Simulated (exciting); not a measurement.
# Pt (Fm-3m) in exciting: further runs, part 2 of 3

exciting (release sodium). The steps go on from the part before.

### Step 4. Band structure, revPBE

input.xml

```xml
<input>
  <title>Pt</title>
  <structure speciespath="./" tshift="false">
    <crystal scale="1">
      <basevect>0.000000000000 3.705563957779 3.705563957779</basevect>
      <basevect>3.705563957779 0.000000000000 3.705563957779</basevect>
      <basevect>3.705563957779 3.705563957779 0.000000000000</basevect>
    </crystal>
    <species speciesfile="Pt.xml" rmt="2.3">
      <atom coord="0.000000000000 0.000000000000 0.000000000000"/>
    </species>
  </structure>
  <groundstate do="fromscratch" ngridk="12 12 12" rgkmax="9" gmaxvr="14" lmaxapw="10" lmaxmat="10" lmaxvr="8" xctype="GGA_PBE_R" stype="Fermi Dirac" swidth="0.00183747" nempty="12" ValenceRelativity="iora*" epsengy="1e-05" epspot="1e-05" maxscl="60" outputlevel="normal"/>
  <properties>
    <bandstructure>
      <plot1d>
        <path steps="80">
          <point coord="0 0 0" label="G"/>
          <point coord="0.5 0 0.5" label="X"/>
          <point coord="0.5 0.25 0.75" label="W"/>
          <point coord="0.375 0.375 0.75" label="K"/>
          <point coord="0 0 0" label="G"/>
          <point coord="0.5 0.5 0.5" label="L"/>
          <point coord="0.625 0.25 0.625" label="U"/>
          <point coord="0.5 0.25 0.75" label="W"/>
          <point coord="0.5 0.5 0.5" label="L"/>
          <point coord="0.375 0.375 0.75" label="K" breakafter="true"/>
          <point coord="0.625 0.25 0.625" label="U"/>
          <point coord="0.5 0 0.5" label="X"/>
        </path>
      </plot1d>
    </bandstructure>
    <dos nwdos="300" winddos="-0.6 0.5" inttype="tetra" ngrdos="100" nsmdos="2" lmirep="true"/>
    <chargedensityplot>
      <plot3d>
        <box grid="14 14 14">
          <origin coord="0 0 0"/>
          <point coord="1 0 0"/>
          <point coord="0 1 0"/>
          <point coord="0 0 1"/>
        </box>
      </plot3d>
    </chargedensityplot>
    <elfplot>
      <plot3d>
        <box grid="14 14 14">
          <origin coord="0 0 0"/>
          <point coord="1 0 0"/>
          <point coord="0 1 0"/>
          <point coord="0 0 1"/>
        </box>
      </plot3d>
    </elfplot>
    <exccplot>
      <plot3d>
        <box grid="14 14 14">
          <origin coord="0 0 0"/>
          <point coord="1 0 0"/>
          <point coord="0 1 0"/>
          <point coord="0 0 1"/>
        </box>
      </plot3d>
    </exccplot>
  </properties>
</input>
```

Potentials or basis: all-electron LAPW+lo, shipped species files, valence relativity iora*.

On the command line:

```console
OMP_NUM_THREADS=1 exciting_smp
```

INFO.OUT:

```text
================================================================================
EXCITING SODIUM started
[... 10 lines left out ...]

 Lattice vectors (cartesian) :
      0.0000000000      3.7055639578      3.7055639578
      3.7055639578      0.0000000000      3.7055639578
      3.7055639578      3.7055639578      0.0000000000

 Reciprocal lattice vectors (cartesian) :
     -0.8478041910      0.8478041910      0.8478041910
      0.8478041910     -0.8478041910      0.8478041910
      0.8478041910      0.8478041910     -0.8478041910

 Unit cell volume                           :     101.7637110958
 Brillouin zone volume                      :       2.4375114741

 Species :    1 (Pt)
     parameters loaded from                 :    Pt.xml
     name                                   :    platinum
     nuclear charge                         :     -78.00000000
     electronic charge                      :      78.00000000
     atomic mass                            :  355605.43990000
     muffin-tin radius                      :       2.30000000
     # of radial points in muffin-tin       :     450

     atomic positions (lattice) :
[... 7 lines left out ...]
 Number of crystal symmetries               :      48

 k-point grid                               :      12   12   12
 Total number of k-points                   :      72
 k-point set is reduced with crystal symmetries

 R^MT_min * |G+k|_max (rgkmax)              :       9.00000000
 Species with R^MT_min                      :       1 (Pt)
 Maximum |G+k| for APW functions            :       3.91304348
 Maximum |G| for potential and density      :      14.00000000

 G-vector grid sizes                        :      24    24    24
 Total number of G-vectors                  :    4693

 Maximum angular momentum used for
     APW functions                          :      10
     computing H and O matrix elements      :      10
     potential and density                  :       8
     inner part of muffin-tin               :       2

 Total nuclear charge                       :     -78.00000000
 Total electronic charge                    :      78.00000000
 Total core charge                          :      48.00000000
 Total valence charge                       :      30.00000000

 Number of empty states                     :      12
 Total number of valence states             :      28

 Maximum Hamiltonian size                   :     139
 Maximum number of plane-waves              :     113
 Total number of local-orbitals             :      26

 Exchange-correlation type                  :      21
     Revised PBE, Zhang-Yang, Phys. Rev. Lett. 80, 890 (1998)
     Generalised gradient approximation (GGA)

[... 20 lines left out ...]
+ SCF iteration number :    1                                                  +
++++++++++++++++++++++++++++++++++++++++++++++++++++++++++++++++++++++++++++++++
 Total energy                               :    -18429.83051791
 _______________________________________________________________
 Fermi energy                               :         0.54668290
 Kinetic energy                             :     21122.56364274
 Coulomb energy                             :    -39194.97876808
 Exchange energy                            :      -352.60582415
 Correlation energy                         :        -4.80956841

 DOS at Fermi energy (states/Ha/cell)       :        51.50506142

 Electron charges :
     core                                   :        48.00000000
     core leakage                           :         0.00223228
     valence                                :        30.00000000
     interstitial                           :         2.39345794
     charge in muffin-tin spheres :
                  atom     1    Pt          :        75.60654206
     total charge in muffin-tins            :        75.60654206
     total charge                           :        78.00000000
[... 446 lines left out ...]
 Electron charges :
     core                                   :        48.00000000
     core leakage                           :         0.00208183
     valence                                :        30.00000000
     interstitial                           :         2.22754515
     charge in muffin-tin spheres :
                  atom     1    Pt          :        75.77245485
     total charge in muffin-tins            :        75.77245485
     total charge                           :        78.00000000

 RMS change in effective potential (target) :  0.598721E-08  ( 0.100000E-04)
 Absolute change in total energy   (target) :  0.284597E-05  ( 0.100000E-04)
 Charge distance                   (target) :  0.221232E-08  ( 0.100000E-04)

++++++++++++++++++++++++++++++++++++++++++++++++++++++++++++++++++++++++++++++++
| Convergency criteria checked for the last 2 iterations                       +
| Convergence targets achieved. Performing final SCF iteration                 +
++++++++++++++++++++++++++++++++++++++++++++++++++++++++++++++++++++++++++++++++
 Total energy                               :    -18447.07906678
 _______________________________________________________________
 Fermi energy                               :         0.49036693
 Kinetic energy                             :     21110.32672477
 Coulomb energy                             :    -39199.70745102
 Exchange energy                            :      -352.88901928
 Correlation energy                         :        -4.80932125

 DOS at Fermi energy (states/Ha/cell)       :        54.19382617

 Electron charges :
     core                                   :        48.00000000
     core leakage                           :         0.00208183
     valence                                :        30.00000000
     interstitial                           :         2.22754511
     charge in muffin-tin spheres :
                  atom     1    Pt          :        75.77245489
     total charge in muffin-tins            :        75.77245489
     total charge                           :        78.00000000

++++++++++++++++++++++++++++++++++++++++++++++++++++++++++++++++++++++++++++++++
[... 12 lines left out ...]
| EXCITING SODIUM stopped                                                      =
================================================================================
```

Run time: 57 s. Hardware: 1 thread of Intel Xeon Platinum 8488C (Sapphire Rapids), shared host; peak memory 0.1 GiB.

What came out:

- Free energy: -501970.6090 eV
- Band gap on the k mesh: none (metal or under the smearing width)
- All electrons inside the program's atomic spheres: Pt 75.77 (radii Pt 2.3 bohr)

Levels at the corners of the path, in eV from the Fermi level:
```csv
point,band 13,band 14,band 15,band 16,band 17,band 18
Γ,-3.82,-3.82,-1.66,-1.66,14.59,19.55
X,-0.02,0.48,0.48,1.77,8.94,11.40
W,-4.58,-2.04,0.49,7.15,8.32,8.32
K,-2.88,-1.35,-0.19,5.75,6.76,10.21
Γ,-3.82,-3.82,-1.66,-1.66,14.59,19.55
L,-3.89,-0.48,0.02,0.02,5.88,14.17
U,-2.88,-1.35,-0.19,5.75,6.76,10.21
W,-4.58,-2.04,0.49,7.15,8.32,8.32
L,-3.89,-0.48,0.02,0.02,5.88,14.17
K,-2.88,-1.35,-0.19,5.75,6.76,10.21
U,-2.88,-1.35,-0.19,5.75,6.76,10.21
X,-0.02,0.48,0.48,1.77,8.94,11.40
```

States per cell in windows of 1 eV (zero at the Fermi level; states under -8 eV left out):
```
from (eV)  total  Pt1 d  Pt1 s  Pt1 p  Pt1 f
     -8.0   0.37   0.10   0.09   0.01   0.00
     -7.0   1.20   0.65   0.11   0.03   0.00
     -6.0   1.15   0.76   0.03   0.03   0.00
     -5.0   1.44   1.02   0.02   0.05   0.01
     -4.0   1.80   1.35   0.02   0.06   0.01
     -3.0   1.32   1.03   0.01   0.04   0.01
     -2.0   1.22   1.03   0.01   0.02   0.01
     -1.0   1.43   1.30   0.01   0.01   0.01
      0.0   0.66   0.57   0.01   0.02   0.00
      1.0   0.27   0.17   0.02   0.02   0.00
      2.0   0.27   0.14   0.02   0.03   0.00
      3.0   0.25   0.11   0.03   0.04   0.00
      4.0   0.23   0.08   0.04   0.03   0.00
      5.0   0.28   0.08   0.08   0.02   0.01
      6.0   0.31   0.08   0.08   0.04   0.01
      7.0   0.33   0.07   0.08   0.05   0.01
```

Caveat: the log's total energy holds no entropy term; the free energy is that total less TS from the occupations; spin-orbit coupling is left out, which moves the levels of the heavy elements.

### Step 5. Band structure, BLYP

input.xml

```xml
<input>
  <title>Pt</title>
  <structure speciespath="./" tshift="false">
    <crystal scale="1">
      <basevect>0.000000000000 3.705563957779 3.705563957779</basevect>
      <basevect>3.705563957779 0.000000000000 3.705563957779</basevect>
      <basevect>3.705563957779 3.705563957779 0.000000000000</basevect>
    </crystal>
    <species speciesfile="Pt.xml" rmt="2.3">
      <atom coord="0.000000000000 0.000000000000 0.000000000000"/>
    </species>
  </structure>
  <groundstate do="fromscratch" ngridk="12 12 12" rgkmax="9" gmaxvr="14" lmaxapw="10" lmaxmat="10" lmaxvr="8" stype="Fermi Dirac" swidth="0.00183747" nempty="12" ValenceRelativity="iora*" epsengy="1e-05" epspot="1e-05" maxscl="60" outputlevel="normal">
    <libxc exchange="XC_GGA_X_B88" correlation="XC_GGA_C_LYP"/>
  </groundstate>
  <properties>
    <bandstructure>
      <plot1d>
        <path steps="80">
          <point coord="0 0 0" label="G"/>
          <point coord="0.5 0 0.5" label="X"/>
          <point coord="0.5 0.25 0.75" label="W"/>
          <point coord="0.375 0.375 0.75" label="K"/>
          <point coord="0 0 0" label="G"/>
          <point coord="0.5 0.5 0.5" label="L"/>
          <point coord="0.625 0.25 0.625" label="U"/>
          <point coord="0.5 0.25 0.75" label="W"/>
          <point coord="0.5 0.5 0.5" label="L"/>
          <point coord="0.375 0.375 0.75" label="K" breakafter="true"/>
          <point coord="0.625 0.25 0.625" label="U"/>
          <point coord="0.5 0 0.5" label="X"/>
        </path>
      </plot1d>
    </bandstructure>
  </properties>
</input>
```

On the command line:

```console
OMP_NUM_THREADS=1 exciting_smp
```

Wall time 34 s (1 thread of Intel Xeon Platinum 8488C (Sapphire Rapids), shared host); peak memory 0.1 GiB.

The run converged. Its results:

```yaml
Free_energy: -501987.2028 eV
Band_gap_on_the_k_mesh: none (metal or under the smearing width)
All_electrons_inside_the_program's_atomic_spheres: Pt 75.82 (radii Pt 2.3 bohr)
```

Levels at the corners of the path, in eV from the Fermi level:
| point | band 11 | band 12 | band 13 | band 14 | band 15 | band 16 | band 17 | band 18 | band 19 | band 20 |
| --- | --- | --- | --- | --- | --- | --- | --- | --- | --- | --- |
| Γ | -10.07 | -3.81 | -3.81 | -3.81 | -1.67 | -1.67 | 14.96 | 19.75 | 19.75 | 19.75 |
| X | -7.01 | -6.59 | -0.02 | 0.48 | 0.48 | 2.02 | 8.87 | 11.53 | 11.53 | 20.94 |
| W | -5.59 | -4.51 | -4.51 | -2.02 | 0.48 | 7.08 | 8.48 | 8.48 | 12.49 | 25.10 |
| K | -6.23 | -5.40 | -2.80 | -1.34 | -0.19 | 5.76 | 6.92 | 10.36 | 14.86 | 20.74 |
| Γ | -10.07 | -3.81 | -3.81 | -3.81 | -1.67 | -1.67 | 14.96 | 19.75 | 19.75 | 19.75 |
| L | -7.27 | -3.87 | -3.87 | -0.18 | 0.02 | 0.02 | 5.85 | 14.56 | 19.02 | 19.02 |
| U | -6.23 | -5.40 | -2.80 | -1.34 | -0.19 | 5.76 | 6.92 | 10.36 | 14.86 | 20.74 |
| W | -5.59 | -4.51 | -4.51 | -2.02 | 0.48 | 7.08 | 8.48 | 8.48 | 12.49 | 25.10 |
| L | -7.27 | -3.87 | -3.87 | -0.18 | 0.02 | 0.02 | 5.85 | 14.56 | 19.02 | 19.02 |
| K | -6.23 | -5.40 | -2.80 | -1.34 | -0.19 | 5.76 | 6.92 | 10.36 | 14.86 | 20.74 |
| U | -6.23 | -5.40 | -2.80 | -1.34 | -0.19 | 5.76 | 6.92 | 10.36 | 14.86 | 20.74 |
| X | -7.01 | -6.59 | -0.02 | 0.48 | 0.48 | 2.02 | 8.87 | 11.53 | 11.53 | 20.94 |

Caveat: the log's total energy holds no entropy term; the free energy is that total less TS from the occupations; spin-orbit coupling is left out, which moves the levels of the heavy elements.

(Part 2 of 3 ends here.)
